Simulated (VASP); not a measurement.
# CdTe (F-43m) in VASP: a series of runs

Aim: see how the results for CdTe move with the level of theory and the settings. Levels: r2SCAN, PBEsol, PBE. Tasks: relaxation of cell and atoms.

Program: VASP 6.6.1. These are calculated values, not measurements. Logs are shortened: lines on timing, memory, paths and dates and some standing lists are left out, and cuts for length are marked.

### Step 1. The structure

Symmetry: F-43m, No. 216, cubic system. Conventional cell: a = 6.561 Å, b = 6.561 Å, c = 6.561 Å, α = 90.00°, β = 90.00°, γ = 90.00°. Around Cd (site symmetry -43m) lie 4 Te at 2.84 Å. Around Te (site symmetry -43m) lie 4 Cd at 2.84 Å.

### Step 2. Relaxation of cell and atoms, r2SCAN

Contents of INCAR:

```
SYSTEM = CdTe
PREC = Accurate
ENCUT = 600
EDIFF = 1E-7
ISMEAR = 0
SIGMA = 0.03
LREAL = .FALSE.
LASPH = .TRUE.
NELM = 80
ALGO = Normal
ISIF = 3
LWAVE = .FALSE.
LCHARG = .FALSE.
METAGGA = R2SCAN
LMIXTAU = .TRUE.
IBRION = 2
NSW = 90
EDIFFG = -0.005
```

Contents of KPOINTS:

```
regular mesh
0
G
  8 8 8
  0 0 0
```

Contents of POSCAR:

```
CdTe                                    
1.0
    0.0000000000      3.2804065418      3.2804065418
    3.2804065418      0.0000000000      3.2804065418
    3.2804065418      3.2804065418     -0.0000000000
  Cd              Te            
     1     1
Direct
     0.0000000000000000    0.0000000000000000    0.0000000000000000
     0.2500000000000000    0.2500000000000000    0.2500000000000000
```

Potentials or basis: VASP PAW PBE potentials, release 64 (Cd, Te).

Run with:

```
> cat potpaw_PBE.64/Cd/POTCAR potpaw_PBE.64/Te/POTCAR > POTCAR
> mpirun -np 1 vasp_std > vasp.out
```

OUTCAR:

```text
SYSTEM = CdTe
   PREC = Accurate
   ENCUT = 600
   EDIFF = 1E-7
   ISMEAR = 0
   LREAL = .FALSE.
   LASPH = .TRUE.
   NELM = 80
   ISIF = 3
   METAGGA = R2SCAN
   IBRION = 2
   NSW = 90
   EDIFFG = -0.005

 ion  position               nearest neighbor table
   1  0.000  0.000  0.000-   2 2.84   2 2.84   2 2.84   2 2.84
   2  0.250  0.250  0.250-   1 2.84   1 2.84   1 2.84   1 2.84

  LATTYP: Found a face centered cubic cell.
 ALAT       =     6.5608130836

  Lattice vectors:

 A1 = (   0.0000000000,   3.2804065418,   3.2804065418)
 A2 = (   3.2804065418,   0.0000000000,   3.2804065418)
 A3 = (   3.2804065418,   3.2804065418,   0.0000000000)

Analysis of symmetry for initial positions (statically):
=====================================================================
 Subroutine PRICEL returns:
 Original cell was already a primitive cell.

 Routine SETGRP: Setting up the symmetry group for a
 face centered cubic supercell.

 Subroutine GETGRP returns: Found 24 space group operations
 (whereof 24 operations were pure point group operations)
 out of a pool of 48 trial point group operations.

The static configuration has the point symmetry T_d .

Analysis of symmetry for dynamics (positions and initial velocities):
=====================================================================
 Subroutine PRICEL returns:
 Original cell was already a primitive cell.

 Routine SETGRP: Setting up the symmetry group for a
 face centered cubic supercell.

 Subroutine GETGRP returns: Found 24 space group operations
 (whereof 24 operations were pure point group operations)
 out of a pool of 48 trial point group operations.

The dynamic configuration has the point symmetry T_d .

 Subroutine INISYM returns: Found 24 space group operations
 (whereof 24 operations are pure point group operations),
 and found     1 'primitive' translations

----------------------------------------------------------------------------------------

                                     Primitive cell

  volume of cell :      70.6013

  direct lattice vectors                    reciprocal lattice vectors
     0.000000000  3.280406542  3.280406542    -0.152420133  0.152420133  0.152420133
     3.280406542  0.000000000  3.280406542     0.152420133 -0.152420133  0.152420133
     3.280406542  3.280406542  0.000000000     0.152420133  0.152420133 -0.152420133

  length of vectors
     4.639195422  4.639195422  4.639195422     0.263999414  0.263999414  0.263999414

  position of ions in fractional coordinates (direct lattice)
     0.000000000  0.000000000  0.000000000
     0.250000000  0.250000000  0.250000000

  ion indices of the primitive-cell ions
   primitive index   ion index
                 1           1
                 2           2

----------------------------------------------------------------------------------------

 KPOINTS: regular mesh

Automatic generation of k-mesh.
 Grid dimensions read from file:
 generate k-points for:    8    8    8

 Generating k-lattice:

  Cartesian coordinates                     Fractional coordinates (reciprocal lattice)
    -0.019052517  0.019052517  0.019052517     0.125000000  0.000000000  0.000000000
     0.019052517 -0.019052517  0.019052517     0.000000000  0.125000000  0.000000000
     0.019052517  0.019052517 -0.019052517     0.000000000  0.000000000  0.125000000

  Length of vectors
     0.032999927  0.032999927  0.032999927

  Shift w.r.t. Gamma in fractional coordinates (k-lattice)
     0.000000000  0.000000000  0.000000000

 Subroutine IBZKPT returns following result:
 ===========================================

 Found     29 irreducible k-points:

 Following reciprocal coordinates:
            Coordinates               Weight
  0.000000  0.000000  0.000000      1.000000
  0.125000  0.000000  0.000000      8.000000
  0.250000  0.000000  0.000000      8.000000
  0.375000  0.000000  0.000000      8.000000
  0.500000  0.000000  0.000000      4.000000
  0.125000  0.125000  0.000000      6.000000
[... 16 lines left out ...]
  0.500000  0.250000  0.125000     48.000000
[... 42 lines left out ...]
  free energy    TOTEN  =       -46.64568008 eV

  energy without entropy =      -46.64568008  energy(sigma->0) =      -46.64568008

 E-fermi :   1.9295     XC(G=0):  -8.9343

 val. band max:        1.7713739515   @ k =   0.0000   0.0000   0.0000
 cond. band min:       2.9243060533   @ k =   0.0000   0.0000   0.0000
 fundamental gap:      1.1529321019
 Fermi energy:         1.9294695391

 k-point     1 :       0.0000    0.0000    0.0000
  band No.  band energies     occupation
      1      -9.5444      2.00000
      2      -6.6715      2.00000
      3      -6.6715      2.00000
      4      -6.6715      2.00000
      5      -6.4153      2.00000
      6      -6.4153      2.00000
      7       1.7714      2.00000
      8       1.7714      2.00000
      9       1.7714      2.00000
     10       2.9243      0.00000
     11       6.8268      0.00000
     12       6.8268      0.00000
     13       6.8268      0.00000

 k-point     2 :       0.1250    0.0000    0.0000
  band No.  band energies     occupation
      1      -9.4890      2.00000
      2      -6.6609      2.00000
      3      -6.6609      2.00000
      4      -6.6237      2.00000
      5      -6.4159      2.00000
      6      -6.4159      2.00000
      7       0.6468      2.00000
      8       1.6430      2.00000
      9       1.6430      2.00000
     10       3.7360      0.00000
     11       6.7687      0.00000
     12       7.0333      0.00000
     13       7.0333      0.00000

 k-point     3 :       0.2500    0.0000    0.0000
  band No.  band energies     occupation
      1      -9.3552      2.00000
      2      -6.6372      2.00000
      3      -6.6372      2.00000
      4      -6.4676      2.00000
      5      -6.4153      2.00000
      6      -6.4153      2.00000
      7      -0.8433      2.00000
      8       1.3673      2.00000
      9       1.3673      2.00000
     10       4.1227      0.00000
     11       7.3585      0.00000
     12       7.3585      0.00000
     13       7.4840      0.00000
[... 305 lines left out ...]
 k-point    23 :       0.5000    0.2500    0.1250
  band No.  band energies     occupation
      1      -9.1553      2.00000
      2      -6.5903      2.00000
      3      -6.5810      2.00000
      4      -6.4396      2.00000
      5      -6.4057      2.00000
      6      -6.1063      2.00000
      7      -1.9695      2.00000
      8      -0.0815      2.00000
      9       0.7099      2.00000
     10       5.3426      0.00000
     11       6.6996      0.00000
     12       7.6155      0.00000
     13       8.9142      0.00000

 k-point    24 :      -0.3750    0.2500    0.1250
  band No.  band energies     occupation
      1      -9.1140      2.00000
      2      -6.5842      2.00000
      3      -6.5744      2.00000
      4      -6.4290      2.00000
      5      -6.4097      2.00000
      6      -5.9780      2.00000
      7      -2.3237      2.00000
      8      -0.2001      2.00000
      9       0.5665      2.00000
     10       5.3303      0.00000
     11       6.7302      0.00000
     12       8.1372      0.00000
     13       9.3312      0.00000

 [... further k-points ...]
[... 5 lines left out ...]
  --------------------------------------------------------------------------------------
  -------------------------------------------------------------------------------------
  Total        0.0017215      0.0017215      0.0017215      0.0000000      0.0000000      0.0000000
  in kB        0.0390660      0.0390660      0.0390660      0.0000000      0.0000000      0.0000000
  external PRESSURE =       0.0390660 kB  Pullay stress =       0.0000000 kB

 VOLUME and BASIS-vectors are now :
 -----------------------------------------------------------------------------
  energy-cutoff  :      600.00
  volume of cell :       70.60
      direct lattice vectors                 reciprocal lattice vectors
     0.000000000  3.280406542  3.280406542    -0.152420133  0.152420133  0.152420133
     3.280406542  0.000000000  3.280406542     0.152420133 -0.152420133  0.152420133
     3.280406542  3.280406542  0.000000000     0.152420133  0.152420133 -0.152420133

 POSITION                                       TOTAL-FORCE (eV/Angst)
 -----------------------------------------------------------------------------------
      0.00000      0.00000      0.00000         0.000000     -0.000000     -0.000000
      1.64020      1.64020      1.64020        -0.000000      0.000000      0.000000
 -----------------------------------------------------------------------------------
    total drift:                               -0.000001     -0.000001     -0.000001

  FREE ENERGIE OF THE ION-ELECTRON SYSTEM (eV)
  ---------------------------------------------------
  free  energy   TOTEN  =       -46.6456800839 eV

  energy  without entropy=      -46.6456800839  energy(sigma->0) =      -46.64568008

 reached required accuracy - stopping structural energy minimisation
```

Wall time 3.2 min (1 thread of Intel Xeon Platinum 8488C (Sapphire Rapids), shared host); peak memory 0.27 GiB.

What came out:

```yaml
Free_energy: -46.6457 eV
Pressure_after_relaxing: 0.0 GPa
Band_gap_on_the_k_mesh: 1.15 eV, direct
```

Final structure:
```yaml
crystal:
  lattice:
    - [0.00000, 3.28041, 3.28041]
    - [3.28041, 0.00000, 3.28041]
    - [3.28041, 3.28041, 0.00000]
  atoms:
    - { symbol: Cd, position: [0.00000, 0.00000, 0.00000] }
    - { symbol: Te, position: [0.25000, 0.25000, 0.25000] }
```

Caveat: the relaxation stopped at its first step, so nothing moved; the PAW data sets were made with another functional, which shifts forces and pressure a little; spin-orbit coupling is left out, which moves the levels of the heavy elements.

### Step 3. Relaxation of cell and atoms, PBEsol

This run uses another cell than the first one, of 32.92 Å³/atom, 0.933 times its volume.

Contents of INCAR:

```
SYSTEM = CdTe
ALGO = Normal
EDIFF = 1E-6
EDIFFG = -0.01
ENCUT = 600
GGA = PS
IBRION = 2
ISIF = 3
ISMEAR = 0
KPAR = 4
LASPH = .True.
LCHARG = .False.
LREAL = .False.
LWAVE = .False.
NELM = 80
NSW = 90
PREC = Accurate
SIGMA = 0.03
```

Contents of KPOINTS:

```
k-points
0
Gamma
  8 8 8
  0 0 0
```

Contents of POSCAR:

```
CdTe
1.0
    0.0000000000      3.2050000000      3.2050000000
    3.2050000000      0.0000000000      3.2050000000
    3.2050000000      3.2050000000      0.0000000000
Cd Te
1 1
Direct
    0.0000000000      0.0000000000      0.0000000000
    0.2500000000      0.2500000000      0.2500000000
```

Potentials or basis: VASP PAW PBE potentials, release 64 (Cd, Te).

Run with:

```
> cat potpaw_PBE.64/Cd/POTCAR potpaw_PBE.64/Te/POTCAR > POTCAR
> mpirun -np 4 vasp_std > vasp.out
```

It took 18 s on 4 MPI ranks of Intel Xeon Platinum 8488C (Sapphire Rapids), shared host; peak memory 0.23 GiB.

Results (log left out):

| Property | Result |
| --- | --- |
| Free energy | -5.4888 eV |
| Relaxed volume | 34.26 Å³/atom |
| Relaxed cell | a = 4.593 Å, b = 4.593 Å, c = 4.593 Å, α = 60.00°, β = 60.00°, γ = 60.00° |
| Space group after relaxing (to 0.05 Å) | F-43m (No. 216) |
| Energy gained by relaxing | 7.3 meV/atom |
| Ionic steps | 3 |
| Pressure after relaxing | 0.0 GPa |
| Band gap on the k mesh | 0.64 eV, direct |

Step by step:
| step | energy change (eV) | largest force (eV/Å) | pressure (GPa) | volume (Å³) |
| --- | --- | --- | --- | --- |
| 1 | 0.0000 | 0.0000 | 1.81 | 65.84 |
| 2 | -0.0129 | 0.0000 | -0.54 | 69.46 |
| 3 | -0.0145 | 0.0000 | 0.00 | 68.52 |

Final structure:
```
Cd Te
1.0
     0.00000    3.24780    3.24780
     3.24780    0.00000    3.24780
     3.24780    3.24780    0.00000
Cd Te
1 1
Direct
  0.00000 0.00000 0.00000
  0.25000 0.25000 0.25000
```

Levels at points of the mesh, in eV from the valence-band top:
| k point | band 7 | band 8 | band 9 | band 10 | band 11 | band 12 |
| --- | --- | --- | --- | --- | --- | --- |
| (0.00, 0.00, 0.00) | 0.00 | 0.00 | 0.00 | 0.64 | 4.55 | 4.55 |
| (0.50, 0.00, 0.00) | -4.44 | -0.77 | -0.77 | 1.73 | 5.13 | 5.13 |
| (0.50, 0.50, 0.00) | -4.32 | -1.86 | -1.86 | 2.51 | 2.60 | 8.69 |

Caveat: the PAW data sets were made with another functional, which shifts forces and pressure a little; spin-orbit coupling is left out, which moves the levels of the heavy elements.

### Step 4. Relaxation of cell and atoms, PBEsol

This run uses another cell than the first one, of 34.26 Å³/atom, 0.970 times its volume.

Edit INCAR of step 3 so:

```diff
@@ -2,4 +2,4 @@
 ALGO = Normal
-EDIFF = 1E-6
-EDIFFG = -0.01
+EDIFF = 1E-7
+EDIFFG = -0.005
 ENCUT = 600
```

KPOINTS is that of step 3.

Contents of POSCAR:

```
CdTe                                    
1.0
    0.0000000000      3.2477981878      3.2477981878
    3.2477981878     -0.0000000000      3.2477981878
    3.2477981878      3.2477981878      0.0000000000
  Cd              Te            
     1     1
Direct
     0.0000000000000000    0.0000000000000000    0.0000000000000000
     0.2500000000000000    0.2500000000000000    0.2500000000000000
```

Run with:

```
> cat potpaw_PBE.64/Cd/POTCAR potpaw_PBE.64/Te/POTCAR > POTCAR
> mpirun -np 4 vasp_std > vasp.out
```

It took 10 s on 4 MPI ranks of Intel Xeon Platinum 8488C (Sapphire Rapids), shared host; peak memory 0.24 GiB.

The run converged. Its results:

- Free energy: -5.4895 eV
- Pressure after relaxing: 0.0 GPa
- Band gap on the k mesh: 0.64 eV, direct

Final structure:
```
Cd Te
1.0
     0.00000    3.24780    3.24780
     3.24780    0.00000    3.24780
     3.24780    3.24780    0.00000
Cd Te
1 1
Direct
  0.00000 0.00000 0.00000
  0.25000 0.25000 0.25000
```

Levels at points of the mesh, in eV from the valence-band top:
```tsv
k point	band 7	band 8	band 9	band 10	band 11	band 12
(0.00, 0.00, 0.00)	0.00	0.00	0.00	0.64	4.55	4.55
(0.50, 0.00, 0.00)	-4.44	-0.77	-0.77	1.73	5.13	5.13
(0.50, 0.50, 0.00)	-4.32	-1.86	-1.86	2.51	2.60	8.69
```

Caveat: the relaxation stopped at its first step, so nothing moved; the PAW data sets were made with another functional, which shifts forces and pressure a little; spin-orbit coupling is left out, which moves the levels of the heavy elements. Expect the measured gap to be larger: semilocal functionals such as PBEsol lack the derivative discontinuity.

### Step 5. Relaxation of cell and atoms, PBE

This run uses another cell than the first one, of 32.92 Å³/atom, 0.933 times its volume.

Contents of INCAR:

```
ALGO = Normal ; EDIFF = 1E-6
EDIFFG = -0.01 ; ENCUT = 600
GGA = PE ; IBRION = 2
ISIF = 3 ; ISMEAR = 0
LASPH = T ; LCHARG = F
LREAL = F ; LWAVE = F
NELM = 80 ; NSW = 90
PREC = Accurate ; SIGMA = 0.03
```

Contents of KPOINTS:

```
k-points
0
Gamma
  8 8 8
```

Contents of POSCAR:

```
CdTe
1.0
    0.0000000000      3.2050000000      3.2050000000
    3.2050000000      0.0000000000      3.2050000000
    3.2050000000      3.2050000000      0.0000000000
Cd Te
1 1
Direct
    0.0000000000      0.0000000000      0.0000000000
    0.2500000000      0.2500000000      0.2500000000
```

Run with:

```
> cat potpaw_PBE.64/Cd/POTCAR potpaw_PBE.64/Te/POTCAR > POTCAR
> mpirun -np 1 vasp_std > vasp.out
```

It took 26 s on 1 thread of Intel Xeon 6975P-C (Granite Rapids), shared host; peak memory 0.23 GiB.

The run converged. Its results:

```yaml
Free_energy: -4.8104 eV
Relaxed_volume: 36.30 Å³/atom
Relaxed_cell: a = 4.683 Å, b = 4.683 Å, c = 4.683 Å, α = 60.00°, β = 60.00°, γ = 60.00°
Space_group_after_relaxing_to_0.05_Å: F-43m (No. 216)
Energy_gained_by_relaxing: 42.0 meV/atom
Ionic_steps: 3
Pressure_after_relaxing: 0.0 GPa
Band_gap_on_the_k_mesh: 0.58 eV, direct
```

Step by step:
```
step  energy change (eV)  largest force (eV/Å)  pressure (GPa)  volume (Å³)
   1              0.0000                0.0000            4.35        65.84
   2             -0.0777                0.0000           -0.93        74.74
   3             -0.0840                0.0000            0.02        72.60
```

Final structure:
```xyz
2
Lattice="0.0000 3.3111 3.3111 3.3111 0.0000 3.3111 3.3111 3.3111 0.0000" Properties=species:S:1:pos:R:3 pbc="T T T"
Cd    0.0000    0.0000    0.0000
Te    1.6556    1.6556    1.6556
```

Levels at points of the mesh, in eV from the valence-band top:
```csv
k point,band 7,band 8,band 9,band 10,band 11,band 12
"(0.00, 0.00, 0.00)",0.00,0.00,0.00,0.58,4.64,4.64
"(0.50, 0.00, 0.00)",-4.07,-0.68,-0.68,1.75,5.21,5.21
"(0.50, 0.50, 0.00)",-4.00,-1.65,-1.65,2.67,2.74,8.50
```

Caveat: spin-orbit coupling is left out, which moves the levels of the heavy elements; the volume moved by +10 % from the deposited cell, more than functionals usually miss. Zero-point motion and thermal expansion aren't in these numbers.

### Step 6. Relaxation of cell and atoms, PBE

This run uses another cell than the first one, of 36.30 Å³/atom, 1.028 times its volume.

Edit INCAR of step 5 so:

```diff
@@ -1,3 +1,3 @@
-ALGO = Normal ; EDIFF = 1E-6
-EDIFFG = -0.01 ; ENCUT = 600
+ALGO = Normal ; EDIFF = 1E-7
+EDIFFG = -0.005 ; ENCUT = 600
 GGA = PE ; IBRION = 2
```

KPOINTS is that of step 5.

Contents of POSCAR:

```
CdTe                                    
1.0
   -0.0000000000      3.3111409341      3.3111409341
    3.3111409341     -0.0000000000      3.3111409341
    3.3111409341      3.3111409341      0.0000000000
  Cd              Te            
     1     1
Direct
     0.0000000000000000    0.0000000000000000    0.0000000000000000
     0.2500000000000000    0.2500000000000000    0.2500000000000000
```

Potentials or basis: VASP PAW PBE potentials, release 64 (Cd, Te).

Run with:

```
> cat potpaw_PBE.64/Cd/POTCAR potpaw_PBE.64/Te/POTCAR > POTCAR
> mpirun -np 1 vasp_std > vasp.out
```

It took 15 s on 1 thread of Intel Xeon 6975P-C (Granite Rapids), shared host; peak memory 0.25 GiB.

Results (log left out):

```yaml
Free_energy: -4.8118 eV
Pressure_after_relaxing: 0.0 GPa
Band_gap_on_the_k_mesh: 0.58 eV, direct
```

Final structure:
```
CELL_PARAMETERS angstrom
0.00000 3.31114 3.31114
3.31114 0.00000 3.31114
3.31114 3.31114 0.00000
ATOMIC_POSITIONS crystal
Cd 0.00000 0.00000 0.00000
Te 0.25000 0.25000 0.25000
```

Levels at points of the mesh, in eV from the valence-band top:
| k point | band 5 | band 6 | band 7 | band 8 | band 9 | band 10 | band 11 | band 12 | band 13 |
| --- | --- | --- | --- | --- | --- | --- | --- | --- | --- |
| (0.00, 0.00, 0.00) | -7.87 | -7.87 | 0.00 | 0.00 | 0.00 | 0.58 | 4.64 | 4.64 | 4.64 |
| (0.50, 0.00, 0.00) | -7.86 | -7.57 | -4.07 | -0.68 | -0.68 | 1.75 | 5.21 | 5.21 | 7.01 |
| (0.50, 0.50, 0.00) | -7.84 | -7.45 | -4.00 | -1.65 | -1.65 | 2.67 | 2.74 | 8.50 | 8.80 |

Caveat: the relaxation stopped at its first step, so nothing moved; spin-orbit coupling is left out, which moves the levels of the heavy elements. A hybrid or GW would open this gap; PBE tends to underestimate it.

### Step 7. Overview

```csv
level,gap on the mesh (eV),pressure (GPa)
r2SCAN,1.15,0.0
PBEsol,0.64,0.0
PBE,0.58,0.0
```

Alike in all rows: task relaxation of cell and atoms; potentials or basis VASP PAW PBE potentials, release 64 (Cd, Te); no spin polarisation; cell relaxed; k mesh 8 × 8 × 8; cutoff (eV) 600; smearing gaussian 0.03 eV.

Caveats: the relaxation stopped at its first step, so nothing moved; spin-orbit coupling is left out, which moves the levels of the heavy elements; the PAW data sets were made with another functional, which shifts forces and pressure a little (some runs).

Absolute energies hang on the potentials; compare differences alone.
